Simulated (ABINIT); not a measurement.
Crystal: MnO2.

```xyz
3
Lattice="1.4284 0.8247 4.5839 -1.4284 0.8247 4.5839 0.0000 -1.6494 4.5839" Properties=species:S:1:pos:R:3 pbc="T T T"
Mn    0.0000    0.0000    0.0000
O     0.0000    0.0000   10.1163
O     0.0000    0.0000    3.6355
```

Measurements of this composition are mostly on another form, of space group No. 136.

- Program: ABINIT 10.8.3 (patched build)
- Task: relaxation of cell and atoms
- Functional: LDA
- Potentials or basis: JTH PAW LDA v2.0
- Cutoff: 707 eV
- k mesh: 6 × 6 × 6
- Occupations: fermi-dirac, width 0.05 eV
- Spin: collinear spin, ferromagnetic start
- Starting moments: [4.0, 0.0, 0.0] μB

At the start: pressure -7.1 GPa; volume 10.80 Å³/atom.

Q: How do energy, volume and symmetry change on relaxing?

A: Over 11 steps the energy falls by 9.6 meV/atom and the volume is 10.10 Å³/atom (-6.5 %); space group R-3m (No. 166, to 0.05 Å); moment 3.00 μB per cell.

The path:
```
step  energy change (eV)  largest force (eV/Å)  pressure (GPa)  volume (Å³)
   1              0.0000                0.4576           -7.14        32.40
   2             -0.0231                0.0519           -1.89        31.70
   3             -0.0246                0.0786           -0.05        31.46
   4             -0.0247                0.0705           -0.09        31.44
   5             -0.0262                0.0355           -0.26        31.09
   6             -0.0266                0.0483           -0.17        30.94
   7             -0.0277                0.0642            0.26        30.39
   8             -0.0282                0.0469            0.16        30.34
   9             -0.0287                0.0033            0.06        30.22
  10             -0.0287                0.0024           -0.05        30.35
  11             -0.0288                0.0000            0.00        30.30
```

Final structure:
```cif
data_structure
_symmetry_space_group_name_H-M 'P 1'
_symmetry_Int_Tables_number 1
_cell_length_a 4.6751
_cell_length_b 4.6751
_cell_length_c 4.6751
_cell_angle_alpha 35.182
_cell_angle_beta 35.182
_cell_angle_gamma 35.182
_cell_volume 30.30
loop_
_atom_site_label
_atom_site_type_symbol
_atom_site_fract_x
_atom_site_fract_y
_atom_site_fract_z
_atom_site_occupancy
Mn1 Mn 0.00000 0.00000 0.00000 1
O1 O 0.73803 0.73803 0.73803 1
O2 O 0.26197 0.26197 0.26197 1
```

Caveat: the k mesh is coarse (spacing up to 0.43 Å⁻¹), so the values aren't converged; a cell with one magnetic atom can't hold antiferromagnetic order, which such compounds often take.
